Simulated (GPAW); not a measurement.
# Te2Mo (2H monolayer): G0W0 on several meshes in GPAW

Wanted: mesh dependence and cost of G0W0 for Te2Mo (2H monolayer).

Calculated with GPAW 26.7.0; LDA and many-body steps on it, plane waves.

## 1. The structure

The cell holds 3 atoms: 1 Mo and 2 Te. Its edges and angles: a = 3.455 Å, b = 3.455 Å, c = 14.900 Å, α = 90.0°, β = 90.0°, γ = 120.0°. Vacuum lies along c.

Coordinates:

```xyz
3
Lattice="3.4554 0.0000 0.0000 -1.7277 2.9924 0.0000 0.0000 0.0000 14.9000" Properties=species:S:1:pos:R:3
Mo    0.0000    1.9950    7.4500
Te    1.7277    0.9975    9.2417
Te    1.7277    0.9975    5.6583
```

The structure was relaxed with LDA. The runs that relaxed it are not among those shown. Spin-orbit coupling is left out unless a step names it.

## 2. Empty states on the mesh, 9×9×1 mesh, 260 bands

This step: GPAW 26.7.0; DFT, LDA, plane waves, PAW.

The sums over transitions need many empty states on a uniform mesh; this step solves for them.

File run.py:

```python
import json
import numpy as np
from gpaw.mpi import world
from gpaw import GPAW

calc = GPAW('gs.gpw').fixed_density(kpts={'size': (9, 9, 1), 'gamma': True},
    parallel={'domain': 1, 'band': 1},
    txt='nscf.txt')
calc.diagonalize_full_hamiltonian(nbands=260)
calc.write('full.gpw', mode='all')
res = {}
kpts = calc.get_ibz_k_points()
res['kpts'] = kpts
res['eigenvalues'] = [calc.get_eigenvalues(kpt=k) for k in range(len(kpts))]
res['n_electrons'] = calc.get_number_of_electrons()

if world.rank == 0:
    with open('result.json', 'w') as f:
        json.dump(res, f, default=lambda x: x.tolist())
```

Run with:

```bash
> mpirun -n 4 gpaw python run.py
```

Numbers of over 12 decimals in the logs are rounded to 6 here.

The log of the run:

```text
Diagonalizing LCAO Hamiltonian
Converting LCAO to pw mode
convergence criteria:
- Maximum integral of absolute [eigenst]ate change: 4e-08 eV^2 / valence electron
maximum number of iterations: 100

SCF iterations
|iter     |     time |      energy | eigst |  dens |
|iter:   1|  |             | +0.49 |       |
|iter:   2|  |             | -0.96 |       |
|iter:   3|  |             | -1.83 |       |
[...]
|iter:  10|  |             | -6.45 |       |
|iter:  11|  |             | -6.97 |       |
|iter:  12|  |             | -7.67c|       |
SCF steps: 12
  __  _  _
 | _ |_)|_||  |
 |__||  | ||/\| - 26.7.0

Input parameters:
  mode=PW(ecut=450.000000),
  convergence={'density': 1e-06, 'bands': -3},
  gpts=array([18, 18, 75]),
  kpts=MonkhorstPack(size=(9, 9, 1), gamma=True),
  maxiter=100,
  nbands=20,
  occupations=Occupations(name='fermi-dirac', width=0.001, fixmagmom=False),
  parallel={'domain': 1, 'band': 1},
  xc=XC(name='LDA')
Matrix size: 3328x3328
# Writing to full.gpw (mode='all')
  [... matrices ...]

timing:  # [seconds]
  Total: 104.371  # ━━━━━━━━━━━━━━━━━━━━━━━━━━━━━━━━━━━━━━━━━━━━━━━━━━━━━━━━━
```

Run time: 1.8 min. Hardware: 4 MPI ranks of Arm Neoverse V1, shared host; peak memory 4.3 GiB.

This step gave:

- gap: 1.249 eV
- k of the valence top: 0.3333, 0.3333, 0
- k of the conduction bottom: 0.3333, 0.3333, 0
- least direct gap: 1.249 eV
- k points computed: 12
- lowest point of the top converged band, above the valence top: 74.2948 eV

On this mesh the gap is 1.249 eV.

## 3. 9×9×1

Now the one-shot GW correction: screening in the RPA, then the self-energy of the levels asked for.

This step: G0W0 on LDA, plane waves, PAW.

File run.py:

```python
import json
import numpy as np
from gpaw.mpi import world
from gpaw.response.g0w0 import G0W0

gw = G0W0('full.gpw',
    filename='gw',
    kpts=[0, 6],
    bands=(11, 15),
    ecut=48,
    nbands=116,
    truncation='2D',
    integrate_gamma='sphere',
    q0_correction=True,
    frequencies={'type': 'nonlinear', 'domega0': 0.15, 'omega2': 15.0},
    eta=0.1,
    nblocksmax=True)
gw.calculate()
res = {mode: {k: v for k, v in r.items() if k != 'sigma_eskwn'}
       for mode, r in gw.all_results.items()}

if world.rank == 0:
    with open('result.json', 'w') as f:
        json.dump(res, f, default=lambda x: x.tolist())
```

Run with:

```bash
> mpirun -n 4 gpaw python run.py
```

The log of the run:

```text
Using integrator: PointIntegrator
NonLinearFrequencyDescriptor(from 0.000 to 103.845 eV, 180 points)
Nonperiodic BCs:  [False False  True]
Using integrator: PointIntegrator
NonLinearFrequencyDescriptor(from 0.000 to 103.845 eV, 180 points)
Nonperiodic BCs:  [False False  True]
Applying analytical 2D correction to W:
    Evaluating Gamma point contribution to W on a 19x19x1 grid
  ___  _ _ _
 |   || | | |
 | | || | | |
 |__ ||_____|
 |___|

BZ k-points: Symmetries present (total): 12

  [... matrices ...]
81 k-points: 9 x 9 x 1 Monkhorst-Pack grid
12 k-points in the irreducible part of the Brillouin zone
       k-points in crystal coordinates                weights
   0:     0.00000000    0.00000000    0.00000000          1/81
   1:     0.11111111    0.00000000    0.00000000          6/81
   2:     0.22222222   -0.11111111    0.00000000          6/81
   3:     0.22222222    0.00000000    0.00000000          6/81
   4:     0.33333333   -0.11111111    0.00000000         12/81
   5:     0.33333333    0.00000000    0.00000000          6/81
   6:     0.33333333    0.33333333    0.00000000          2/81
   7:     0.44444444   -0.22222222    0.00000000          6/81
   8:     0.44444444   -0.11111111    0.00000000         12/81
   9:     0.44444444    0.00000000    0.00000000          6/81
          ...
  11:     0.44444444    0.44444444    0.00000000          6/81

Distributing spins, k-points and bands (1 x 2 x 4) over 1 process
Number of blocks: 4

Quasi particle states:
k-points (IBZ indices): [0, 6]
Band range: (11, 15)
  [... matrices ...]
Computational parameters:
Plane wave cut-off: 48 eV
Number of bands: 116
Coulomb cutoff: 2D
Broadening: 0.1 eV

fxc modes: GW
Kernel: RPA
Using full-frequency real axis integration
Summing all q:

Calculating screened Coulomb potential
2D Coulomb truncation
NonLinearFrequencyDescriptor(from 0.000 to 103.845 eV, 180 points)
Removing empty qpoint cache files...

Calculating chi0 body with:
    Ground state adapter containing:
    Number of spins: 1
    Number of kpoints: 81
    Number of irreducible kpoints: 12
    Number of completely occupied states: 13
    Number of partially occupied states: 13
    Occupied states memory: 4.820251 M / cpu

    Linear response parametrization:
    q_c: [0.0, 0.0, 0.0]
    Number of frequency points: 180
    Planewave cutoff: 48.0
    Number of bands: 116
    Number of planewaves: 95
    Broadening (eta): 0.1
    comm.size: 4
    kncomm.size: 1
    blockcomm.size: 4

    Memory estimate of potentially large arrays:
        chi0_wGG: 6.196976 M / cpu
Integrating chi0 body.

Symmetries of q_c:
    Direct symmetries (Uq -> q): 12
    Indirect symmetries (TUq -> q): 12
In total 24 allowed symmetries.

  [... matrices ...]
12 groups of equivalent kpoints. 85.185185% reduction.

Integral kind: spectral function
Integrating chi0 head and wings.

Symmetries of q_c:
    Direct symmetries (Uq -> q): 12
    Indirect symmetries (TUq -> q): 12
In total 24 allowed symmetries.

  [... matrices ...]
12 groups of equivalent kpoints. 85.185185% reduction.

Integral kind: spectral function wings

Calculating chi0 body with:
    Ground state adapter containing:
    Number of spins: 1
    Number of kpoints: 81
    Number of irreducible kpoints: 12
    Number of completely occupied states: 13
    Number of partially occupied states: 13
[... the further q-points ...]

Results:
f:      Occupation numbers
eps:     KS-eigenvalues [eV]
vxc:     KS vxc [eV]
exx:     Exact exchange [eV]
sigma:   Self-energies [eV]
dsigma:  Self-energy derivatives
Z:       Renormalization factors
qp:      QP-energies [eV]

k-point 0 (0): (0.000, 0.000, 0.000)                GW
band       f     eps     vxc     exx   sigma  dsigma       Z      qp
                                                                   GW
  11   1.000   0.261 -19.321 -19.889   1.543  -0.391   0.719   0.961
  12   1.000   0.473 -17.103 -17.767   1.332  -0.405   0.712   0.948
  13   0.000   4.481 -17.312 -12.631  -3.005  -0.423   0.703   5.658
  14   0.000   4.481 -17.312 -12.631  -3.005  -0.423   0.703   5.658

k-point 1 (6): (0.333, 0.333, 0.000)                GW
band       f     eps     vxc     exx   sigma  dsigma       Z      qp
                                                                   GW
  11   1.000  -0.674 -16.607 -18.478   2.263  -0.435   0.697  -0.402
  12   1.000   1.074 -18.261 -18.166   0.835  -0.403   0.713   1.736
  13   0.000   2.323 -20.031 -15.422  -2.624  -0.408   0.710   3.734
  14   0.000   2.961 -17.410 -12.853  -2.822  -0.384   0.723   4.215
```

It took 2.5 min on 4 MPI ranks; peak memory 1.9 GiB.

Numbers from this step:

```yaml
g0w0_gap_on_the_points_computed: 1.997 eV
least_direct_g0w0_gap_on_the_computed_points: 1.997 eV
z_at_the_valence_top: 0.7128
z_at_the_conduction_bottom: 0.7105
starting_gap_on_the_mesh: 1.249 eV
k_of_the_valence_top: 0.3333, 0.3333, 0
k_of_the_conduction_bottom: 0.3333, 0.3333, 0
```

The gap on the mesh goes from 1.25 eV to 2.00 eV, a correction of +0.75 eV.

## 4. Empty states on the mesh, 6×6×1 mesh, 126 bands

This step: DFT, LDA, plane waves, PAW.

File run.py:

```python
import json
import numpy as np
from gpaw.mpi import world
from gpaw import GPAW

calc = GPAW('gs.gpw').fixed_density(kpts={'size': (6, 6, 1), 'gamma': True},
    nbands=147,
    convergence={'bands': 126},
    txt='nscf.txt')
calc.write('full.gpw', mode='all')
res = {}
kpts = calc.get_ibz_k_points()
res['kpts'] = kpts
res['eigenvalues'] = [calc.get_eigenvalues(kpt=k) for k in range(len(kpts))]
res['n_electrons'] = calc.get_number_of_electrons()

if world.rank == 0:
    with open('result.json', 'w') as f:
        json.dump(res, f, default=lambda x: x.tolist())
```

Run with:

```bash
> mpirun -n 4 gpaw python run.py
```

The log of the run:

```text
Diagonalizing LCAO Hamiltonian
Converting LCAO to pw mode
convergence criteria:
- Maximum integral of absolute [eigenst]ate change: 4e-08 eV^2 / valence electron
maximum number of iterations: 100

SCF iterations
|iter     |     time |      energy | eigst |  dens |
|iter:   1|  |             | +4.06 |       |
|iter:   2|  |             | +2.81 |       |
|iter:   3|  |             | +1.71 |       |
[...]
|iter:  13|  |             | -6.85 |       |
|iter:  14|  |             | -7.28 |       |
|iter:  15|  |             | -7.71c|       |
SCF steps: 15
  __  _  _
 | _ |_)|_||  |
 |__||  | ||/\| - 26.7.0

Input parameters:
  mode=PW(ecut=450.000000),
  convergence={'bands': 126},
  gpts=array([18, 18, 75]),
  kpts=MonkhorstPack(size=(6, 6, 1), gamma=True),
  maxiter=100,
  nbands=147,
  occupations=Occupations(name='fermi-dirac', width=0.001, fixmagmom=False),
  parallel={},
  xc=XC(name='LDA')
# Writing to full.gpw (mode='all')
  [... matrices ...]

timing:  # [seconds]
  Total: 0.043  # ━━━━━━━━━━━━━━━━━━━━━━━━━━━━━━━━━━━━━━━━━━━━━━━━━━━━━━━━━━━
```

The job ended after 34 s (4 MPI ranks; peak memory 0.88 GiB).

This step gave:

```yaml
gap: 1.249 eV
k_of_the_valence_top: 0.3333, 0.3333, 0
k_of_the_conduction_bottom: 0.3333, 0.3333, 0
least_direct_gap: 1.249 eV
k_points_computed: 7
lowest_point_of_the_top_converged_band_above_the_valence_top: 43.51 eV
```

On this mesh the gap is 1.249 eV.

## 5. 6×6×1

This step: G0W0 on LDA, plane waves, PAW.

File run.py:

```python
import json
import numpy as np
from gpaw.mpi import world
from gpaw.response.g0w0 import G0W0

gw = G0W0('full.gpw',
    filename='gw',
    kpts=[0, 4],
    bands=(11, 15),
    ecut=48,
    nbands=116,
    truncation='2D',
    integrate_gamma='sphere',
    q0_correction=True,
    frequencies={'type': 'nonlinear', 'domega0': 0.15, 'omega2': 15.0},
    eta=0.1,
    nblocksmax=True)
gw.calculate()
res = {mode: {k: v for k, v in r.items() if k != 'sigma_eskwn'}
       for mode, r in gw.all_results.items()}

if world.rank == 0:
    with open('result.json', 'w') as f:
        json.dump(res, f, default=lambda x: x.tolist())
```

Run with:

```bash
> mpirun -n 4 gpaw python run.py
```

The log of the run:

```text
Using integrator: PointIntegrator
NonLinearFrequencyDescriptor(from 0.000 to 103.845 eV, 180 points)
Nonperiodic BCs:  [False False  True]
Using integrator: PointIntegrator
NonLinearFrequencyDescriptor(from 0.000 to 103.845 eV, 180 points)
Nonperiodic BCs:  [False False  True]
Applying analytical 2D correction to W:
    Evaluating Gamma point contribution to W on a 27x27x1 grid
  ___  _ _ _
 |   || | | |
 | | || | | |
 |__ ||_____|
 |___|

BZ k-points: Symmetries present (total): 12

  [... matrices ...]
36 k-points: 6 x 6 x 1 Monkhorst-Pack grid + [1/12,1/12,0.000000]
7 k-points in the irreducible part of the Brillouin zone
       k-points in crystal coordinates                weights
   0:     0.00000000    0.00000000    0.00000000          1/36
   1:     0.16666667    0.00000000    0.00000000          6/36
   2:     0.33333333   -0.16666667    0.00000000          6/36
   3:     0.33333333    0.00000000    0.00000000          6/36
   4:     0.33333333    0.33333333    0.00000000          2/36
   5:     0.50000000    0.33333333    0.00000000         12/36
   6:     0.50000000    0.50000000    0.00000000          3/36

Distributing spins, k-points and bands (1 x 2 x 4) over 1 process
Number of blocks: 4

Quasi particle states:
k-points (IBZ indices): [0, 4]
Band range: (11, 15)
  [... matrices ...]
Computational parameters:
Plane wave cut-off: 48 eV
Number of bands: 116
Coulomb cutoff: 2D
Broadening: 0.1 eV

fxc modes: GW
Kernel: RPA
Using full-frequency real axis integration
Summing all q:

Calculating screened Coulomb potential
2D Coulomb truncation
NonLinearFrequencyDescriptor(from 0.000 to 103.845 eV, 180 points)
Removing empty qpoint cache files...

Calculating chi0 body with:
    Ground state adapter containing:
    Number of spins: 1
    Number of kpoints: 36
[...]
q_c: [1.3877787807814457e-17, 1.3877787807814457e-17, 0.0]
    Number of frequency points: 180
    Planewave cutoff: 48.0
    Number of bands: 116
    Number of planewaves: 95
    Broadening (eta): 0.1
    comm.size: 4
    kncomm.size: 1
    blockcomm.size: 4

    Memory estimate of potentially large arrays:
        chi0_wGG: 6.196976 M / cpu
Integrating chi0 body.

Symmetries of q_c:
    Direct symmetries (Uq -> q): 12
    Indirect symmetries (TUq -> q): 12
In total 24 allowed symmetries.

  [... matrices ...]
7 groups of equivalent kpoints. 80.555556% reduction.

Integral kind: spectral function
Integrating chi0 head and wings.

Symmetries of q_c:
    Direct symmetries (Uq -> q): 12
    Indirect symmetries (TUq -> q): 12
In total 24 allowed symmetries.

  [... matrices ...]
7 groups of equivalent kpoints. 80.555556% reduction.

Integral kind: spectral function wings

Calculating chi0 body with:
    Ground state adapter containing:
    Number of spins: 1
    Number of kpoints: 36
    Number of irreducible kpoints: 7
    Number of completely occupied states: 13
    Number of partially occupied states: 13
[... the further q-points ...]

Results:
f:      Occupation numbers
eps:     KS-eigenvalues [eV]
vxc:     KS vxc [eV]
exx:     Exact exchange [eV]
sigma:   Self-energies [eV]
dsigma:  Self-energy derivatives
Z:       Renormalization factors
qp:      QP-energies [eV]

k-point 0 (0): (0.000, 0.000, 0.000)                GW
band       f     eps     vxc     exx   sigma  dsigma       Z      qp
                                                                   GW
  11   1.000   0.261 -19.321 -19.866   1.515  -0.393   0.718   0.957
  12   1.000   0.473 -17.103 -17.772   1.310  -0.409   0.710   0.928
  13   0.000   4.481 -17.312 -12.643  -2.988  -0.408   0.710   5.674
[...]
k-point 1 (4): (0.333, 0.333, 0.000)                GW
band       f     eps     vxc     exx   sigma  dsigma       Z      qp
                                                                   GW
[...]
13   0.000   2.323 -20.031 -15.379  -2.667  -0.418   0.705   3.724
  14   0.000   2.961 -17.410 -12.855  -2.811  -0.389   0.720   4.217
```

Elapsed: 45 s, on 4 MPI ranks; peak memory 1.4 GiB.

Numbers from this step:

| Property | Result |
| --- | --- |
| G0W0 gap on the points computed | 2.000 eV |
| least direct G0W0 gap on the computed points | 2.000 eV |
| Z at the valence top | 0.7083 |
| Z at the conduction bottom | 0.7054 |
| starting gap on the mesh | 1.249 eV |
| k of the valence top | 0.3333, 0.3333, 0 |
| k of the conduction bottom | 0.3333, 0.3333, 0 |

Against G0W0 in GPAW (9×9×1 mesh, 116 bands, screening to 48 eV, full frequency, Hilbert transform), the gap moves by +0.002 eV.

## 6. Side by side

Times are wall times on 4 MPI ranks of Arm Neoverse V1, shared host, good to a factor of about two.

```
  run   mesh  bands  screening cutoff (eV)  DFT gap (eV)  gap on the mesh (eV)  direct (eV)     time
9×9×1  9×9×1    116                     48         1.249                 1.997        1.997  2.5 min
6×6×1  6×6×1    116                     48         1.249                 2.000        2.000     45 s
```

## 7. What came out

```yaml
9x9x1: 1.997 eV
6x6x1: 2.000 eV
known_limits: not at the basis limit; no spin-orbit coupling
```

What this shows: 6×6×1: +0.002 eV against 9×9×1. Bands and cutoff are finite, so the gap is not at the basis limit. The miss can reach some tenths of an eV and take either sign; the mesh is an error of its own. These stock PAW sets were not made for GW; the filled d or f shell of Te lies in the frozen core, which bears on start and correction. In the G0W0 runs levels were corrected at 2 k points alone, so a gap called «on the mesh» is the least over those, and an edge elsewhere would be missed. The many-body steps are scalar-relativistic: spin-orbit coupling is not in them.

[Paths, hosts, dates, memory and timing lines, banners, echoed tables and standing remarks are left out of the program output.]

[Logs are printed without paths, hosts, clocks, repeated set-up lines and the standing remarks that a program may print on its own settings, such as how far it seeks lower states.]

[Runs of the session that timed out or met a known fault of the program may be left out.]

[Hosts, paths, dates, database ids (printed as entryN), source tags and the programs' standing remarks are cut or masked in the printed files.]
